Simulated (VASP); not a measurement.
# TePb (Fm-3m) in VASP: notebook

One crystal, TePb, is run at these levels: PBEsol, PBE; tasks: equation of state.

Program: VASP 6.6.1. These are calculated values, not measurements. Logs are shortened: lines on timing, memory, paths and dates and some standing lists are left out, and cuts for length are marked.

## Step 1: The crystal as given

Symmetry: Fm-3m, No. 225, cubic system. The conventional cell has a = 6.462 Å, b = 6.462 Å, c = 6.462 Å, α = 90.00°, β = 90.00°, γ = 90.00°. Pb (site symmetry m-3m) is surrounded by 6 Te at 3.23 Å. Te (site symmetry m-3m) is surrounded by 6 Pb at 3.23 Å.

## Step 2: Equation of state, PBEsol, 31.71 Å³/atom (volume scaled by 0.94)

The input, INCAR:

```
SYSTEM = TePb
PREC = Accurate
ENCUT = 520
EDIFF = 1E-7
ISMEAR = -1
SIGMA = 0.05
LREAL = .FALSE.
LASPH = .TRUE.
NELM = 100
ALGO = Normal
ISIF = 2
LWAVE = .FALSE.
LCHARG = .FALSE.
GGA = PS
NBANDS = 17
```

The input, KPOINTS:

```
regular mesh
0
G
  7 7 7
  0 0 0
```

The input, POSCAR:

```
TePb
1.0
    0.0000000000      3.1650427173      3.1650427173
    3.1650427173      0.0000000000      3.1650427173
    3.1650427173      3.1650427173      0.0000000000
Pb Te
1 1
Direct
    0.0000000000      0.0000000000      0.0000000000
    0.5000000000      0.5000000000      0.5000000000
```

Potentials or basis: VASP PAW PBE potentials, release 64 (Pb_d, Te).

Run with:

```bash
cat potpaw_PBE.64/Pb_d/POTCAR potpaw_PBE.64/Te/POTCAR > POTCAR
mpirun -np 1 vasp_std > vasp.out
```

OUTCAR:

```text
SYSTEM = TePb
   PREC = Accurate
   ENCUT = 520
   EDIFF = 1E-7
   ISMEAR = -1
   LREAL = .FALSE.
   LASPH = .TRUE.
   NELM = 100
   ISIF = 2
   GGA = PS

 Found     20 irreducible k-points:

 Following reciprocal coordinates:
            Coordinates               Weight
  0.000000  0.000000  0.000000      1.000000
  0.142857  0.000000  0.000000      8.000000
  0.285714  0.000000  0.000000      8.000000
  0.428571  0.000000  0.000000      8.000000
  0.142857  0.142857  0.000000      6.000000
  0.285714  0.142857  0.000000     24.000000
   k-points           NKPTS =     20   k-points in BZ     NKDIM =     20   number of bands    NBANDS=     17
   number of dos      NEDOS =    301   number of ions     NIONS =      2
   total plane-waves  NPLWV =  46656
   dimension x,y,z NGX =    36 NGY =   36 NGZ =   36
   dimension x,y,z NGXF=    72 NGYF=   72 NGZF=   72
   ions per type =               1   1
   NGX,Y,Z   is equivalent  to a cutoff of  13.37, 13.37, 13.37 a.u.
   NGXF,Y,Z  is equivalent  to a cutoff of  26.74, 26.74, 26.74 a.u.
 SYSTEM =  TePb
   PREC   = accura    normal or accurate (medium, high low for compatibility)
   ISTART =      0    job   : 0-new  1-cont  2-samecut
   ICHARG =      2    charge: 1-file 2-atom 10-const
   ISPIN  =      1    spin polarized calculation?
   LNONCOLLINEAR =      F non collinear calculations
   LSORBIT =      F    spin-orbit coupling
   LASPH  =      T    aspherical Exc in radial PAW
   ENCUT  =  520.0 eV  38.22 Ry    6.18 a.u.   8.32  8.32  8.32*2*pi/ulx,y,z
   NELM   =    100;   NELMIN=  2; NELMDL= -5     # of ELM steps
   EDIFF  = 0.1E-06   stopping-criterion for ELM
   LREAL  =      F    real-space projection
   EDIFFG = 0.1E-05   stopping-criterion for IOM
   NSW    =      0    number of steps for IOM
   IBRION =     -1    ionic relax: 0-MD 1-quasi-New 2-CG
   NFREE  =      0    steps in history (QN), initial steepest desc. (CG)
   ISIF   =      2    stress and relaxation
   ISYM   =      2    0-nonsym 1-usesym 2-fastsym
   POTIM  = 0.5000    time-step for ionic-motion
   TEBEG  =    0.0;   TEEND  =   0.0 temperature during run
   PSTRESS=    0.0 pullay stress
   NELECT =      20.0000    total number of electrons
   NUPDOWN=      -1.0000    fix difference up-down
   EMIN   =  10.00;   EMAX   =-10.00  energy-range for DOS
   EFERMI =   0.00;   METHOD = LEGACY
   ISMEAR =    -1;   SIGMA  =   0.05  broadening in eV -4-tet -1-fermi 0-gaus
   EFERMI_NEDOS =   21; number of points for ismear=-14 and -15
   IALGO  =     38    algorithm
   IMIX   =      4    mixing-type and parameters
     AMIX     =   0.40;   BMIX     =  1.00
     AMIX_MAG =   1.60;   BMIX_MAG =  1.00
  volume/ion in A,a.u.               =      31.71       213.96
  Fermi-wavevector in a.u.,A,eV,Ry     =   1.114368  2.105850 16.895930  1.241816
  Thomas-Fermi vector in A             =   2.250962
   LORBIT       =      0    0 simple, 1 ext, 2 COOP (PROOUT), +10 PAW based schemes
   GGA     = PS    functional components
   LHFCALC =     F    Hartree Fock is set to
   AEXX    =    0.0000 exact exchange contribution
   IVDW    =     0    specifies the selected vdW correction
   LEPSILON=     F    determine dielectric tensor
   LRPA    =     F    only Hartree local field effects (RPA)
 non-spin polarized calculation
  energy-cutoff  :      520.00
  volume of cell :       63.41
 maximum number of plane-waves:      1729
 NGX is ok and might be reduce to    36
   NGX = 17   NGY = 17   NGZ = 17

 number of electron      19.9999998 magnetization

 Free energy of the ion-electron system (eV)
  ---------------------------------------------------
  ext. energy  EPLUGINS =         0.00000000
  ---------------------------------------------------
  free energy    TOTEN  =        -8.23335522 eV

  energy without entropy =       -8.23334653  energy(sigma->0) =       -8.23335088

 E-fermi :   6.6046     XC(G=0):  -9.7502

 val. band max:        6.1694687805   @ k =   0.4286   0.0000   0.0000
 cond. band min:       7.0332946763   @ k =   0.4286   0.0000   0.0000
 fundamental gap:      0.8638258958
 Fermi energy:         6.6045516105

 k-point     1 :       0.0000    0.0000    0.0000
  band No.  band energies     occupation
      1     -10.4598      2.00000
      2     -10.4598      2.00000
      3     -10.4435      2.00000
      4     -10.4435      2.00000
      5     -10.4435      2.00000
      6      -6.2876      2.00000
[... 9 lines left out ...]
     16      11.8966      0.00000
     17      13.2852      0.00000

 k-point     2 :       0.1429    0.0000    0.0000
  band No.  band energies     occupation
      1     -10.4632      2.00000
      2     -10.4632      2.00000
      3     -10.4430      2.00000
      4     -10.4398      2.00000
      5     -10.4398      2.00000
      6      -6.0969      2.00000
[... 9 lines left out ...]
     16      12.2975      0.00000
     17      14.7715      0.00000

 k-point     3 :       0.2857    0.0000    0.0000
  band No.  band energies     occupation
      1     -10.4719      2.00000
      2     -10.4719      2.00000
      3     -10.4420      2.00000
      4     -10.4302      2.00000
      5     -10.4302      2.00000
      6      -5.5534      2.00000
[... 9 lines left out ...]
     16      13.3665      0.00000
     17      17.2442      0.00000

 k-point     4 :       0.4286    0.0000    0.0000
  band No.  band energies     occupation
      1     -10.4793      2.00000
      2     -10.4793      2.00000
      3     -10.4415      2.00000
      4     -10.4221      2.00000
      5     -10.4221      2.00000
      6      -4.8423      2.00000
[... 9 lines left out ...]
     16      14.9402      0.00000
     17      16.4329      0.00000

 k-point     5 :       0.1429    0.1429    0.0000
  band No.  band energies     occupation
      1     -10.4716      2.00000
      2     -10.4571      2.00000
      3     -10.4461      2.00000
      4     -10.4375      2.00000
      5     -10.4375      2.00000
      6      -6.0327      2.00000
[... 9 lines left out ...]
     16      12.9979      0.00000
     17      14.3446      0.00000

 k-point     6 :       0.2857    0.1429    0.0000
  band No.  band energies     occupation
      1     -10.4843      2.00000
      2     -10.4600      2.00000
      3     -10.4459      2.00000
      4     -10.4312      2.00000
      5     -10.4285      2.00000
      6      -5.6060      2.00000
[... 9 lines left out ...]
     16      14.0806      0.00000
     17      15.7731      0.00000

 [... further k-points ...]

------------------------ aborting loop because EDIFF is reached ----------------------------------------

  FORCE on cell =-STRESS in cart. coord.  units (eV):
  Direction    XX          YY          ZZ          XY          YZ          ZX
  --------------------------------------------------------------------------------------
  -------------------------------------------------------------------------------------
  Total        1.0418847      1.0418847      1.0418847     -0.0000000      0.0000000     -0.0000000
  in kB       26.3245831     26.3245831     26.3245831     -0.0000000      0.0000000     -0.0000000
  external PRESSURE =      26.3245831 kB  Pullay stress =       0.0000000 kB

 VOLUME and BASIS-vectors are now :
 -----------------------------------------------------------------------------
  energy-cutoff  :      520.00
  volume of cell :       63.41
      direct lattice vectors                 reciprocal lattice vectors
     0.000000000  3.165042717  3.165042717    -0.157975751  0.157975751  0.157975751
     3.165042717  0.000000000  3.165042717     0.157975751 -0.157975751  0.157975751
     3.165042717  3.165042717  0.000000000     0.157975751  0.157975751 -0.157975751

 POSITION                                       TOTAL-FORCE (eV/Angst)
 -----------------------------------------------------------------------------------
      0.00000      0.00000      0.00000        -0.000000     -0.000000     -0.000000
      3.16504      3.16504      3.16504         0.000000      0.000000      0.000000
 -----------------------------------------------------------------------------------
    total drift:                               -0.000000      0.000000      0.000000

  FREE ENERGIE OF THE ION-ELECTRON SYSTEM (eV)
  ---------------------------------------------------
  free  energy   TOTEN  =        -8.2333552199 eV

  energy  without entropy=       -8.2333465316  energy(sigma->0) =       -8.23335088
```

It took 47 s on 1 thread of Intel Xeon Platinum 8375C at 2.90GHz (Ice Lake), shared host; peak memory 0.2 GiB.

What came out:

```yaml
Free_energy: -8.2334 eV
Pressure: 2.6 GPa
```

Caveat: this odd mesh misses L, where the gap lies, so gap, dielectric constants and Born charges aren't listed; the PAW data sets were made with another functional, which shifts forces and pressure a little.

## Step 3: Equation of state, PBEsol, 32.38 Å³/atom (volume scaled by 0.96)

INCAR is that of step 2.

KPOINTS is that of step 2.

The input, POSCAR:

```
TePb
1.0
    0.0000000000      3.1873324849      3.1873324849
    3.1873324849      0.0000000000      3.1873324849
    3.1873324849      3.1873324849      0.0000000000
Pb Te
1 1
Direct
    0.0000000000      0.0000000000      0.0000000000
    0.5000000000      0.5000000000      0.5000000000
```

Potentials or basis: VASP PAW PBE potentials, release 64 (Pb_d, Te).

Run with:

```bash
cat potpaw_PBE.64/Pb_d/POTCAR potpaw_PBE.64/Te/POTCAR > POTCAR
mpirun -np 1 vasp_std > vasp.out
```

It took 28 s on 1 thread of Intel Xeon Platinum 8375C at 2.90GHz (Ice Lake), shared host; peak memory 0.21 GiB.

The run converged. Its results:

```
Free energy : -8.2510 eV
Pressure    : 1.5 GPa
```

Caveat: this odd mesh misses L, where the gap lies, so gap, dielectric constants and Born charges aren't listed; the PAW data sets were made with another functional, which shifts forces and pressure a little.

## Step 4: Equation of state, PBEsol, 33.05 Å³/atom (volume scaled by 0.98)

INCAR is that of step 3.

KPOINTS is that of step 3.

The input, POSCAR:

```
TePb
1.0
    0.0000000000      3.2093147829      3.2093147829
    3.2093147829      0.0000000000      3.2093147829
    3.2093147829      3.2093147829      0.0000000000
Pb Te
1 1
Direct
    0.0000000000      0.0000000000      0.0000000000
    0.5000000000      0.5000000000      0.5000000000
```

Run with:

```bash
cat potpaw_PBE.64/Pb_d/POTCAR potpaw_PBE.64/Te/POTCAR > POTCAR
mpirun -np 1 vasp_std > vasp.out
```

It took 39 s on 1 thread of Intel Xeon Platinum 8375C at 2.90GHz (Ice Lake), shared host; peak memory 0.21 GiB.

The run converged. Its results:

```yaml
Free_energy: -8.2596 eV
Pressure: 0.5 GPa
```

Caveat: this odd mesh misses L, where the gap lies, so gap, dielectric constants and Born charges aren't listed; the PAW data sets were made with another functional, which shifts forces and pressure a little.

(Part 1 of 2 ends here.)
